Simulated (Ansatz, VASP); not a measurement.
**ZrB2 in VASP and in Ansatz**

File INCAR:

```
PREC = Accurate
ENCUT = 520
EDIFF = 1E-6
ISMEAR = -1
SIGMA = 0.05
LREAL = F
LASPH = T
NELM = 60
ALGO = Normal
ISIF = 2
LWAVE = F
LCHARG = F
NBANDS = 16
```

File KPOINTS:

```
regular mesh
0
Gamma
  13 13 10
```

The input POSCAR:

```
ZrB2
1.0
    3.1675246616      0.0000000000      0.0000000000
   -1.5837623308      2.7431568240      0.0000000000
    0.0000000000      0.0000000000      3.5523880600
Zr B
1 2
Direct
    0.0000000000      0.0000000000      0.0000000000
    0.3333333333      0.6666666667      0.5000000000
    0.6666666667      0.3333333333      0.5000000000
```

Input for Ansatz:

```yaml
crystal:
  lattice:
    - [3.1675246616, 0.0, 0.0]
    - [-1.5837623308, 2.743156824, 0.0]
    - [0.0, 0.0, 3.55238806]
  atoms:
    - { symbol: Zr, position: [0.0, 0.0, 0.0] }
    - { symbol: B, position: [0.3333333333, 0.6666666667, 0.5] }
    - { symbol: B, position: [0.6666666667, 0.3333333333, 0.5] }
kpoints:
  mp_grid: { grid: [13, 13, 10] }
  band_path:
    path:
      - [0.0, 0.0, 0.0]
      - [0.5, 0.0, 0.0]
      - [0.3333333333, 0.3333333333, 0.0]
      - [0.0, 0.0, 0.0]
      - [0.0, 0.0, 0.5]
      - [0.5, 0.0, 0.5]
      - [0.3333333333, 0.3333333333, 0.5]
      - [0.0, 0.0, 0.5]
      - [0.5, 0.0, 0.5]
    npoints: 14
scf:
  occupations: { method: fermi_dirac, width: 0.05 }
hamiltonian:
  xc: lda
  pseudopotentials: { kind: all_electron, lapw: { basis_error: 0.001 } }
output:
  forces: true
  stress: true
  eigenvalues: true
  populations: true
```

The cell is a database's computed one.

Alike in both runs: task single point; functional LDA; k mesh 13 × 13 × 10; occupations fermi-dirac, width 0.05 eV; no spin polarisation.

|  | VASP | Ansatz |
| --- | --- | --- |
| version | VASP 6.6.1 | Ansatz 0.2.0 |
| potentials or method | VASP PAW LDA potentials, release 64 (Zr_sv, B) | all-electron LAPW, scalar-relativistic |
| plane-wave cutoff (eV) | 520 | see its input |

|  | VASP | Ansatz | Ansatz less VASP |
| --- | --- | --- | --- |
| pressure (GPa) | -9.2 | -9.6 | -0.44 |
| largest component of the traceless stress (GPa) | 0.89 | 0.89 | -0.005 |

Ansatz ran all-electron here, so the differences hold the error of VASP's frozen core and of both bases.
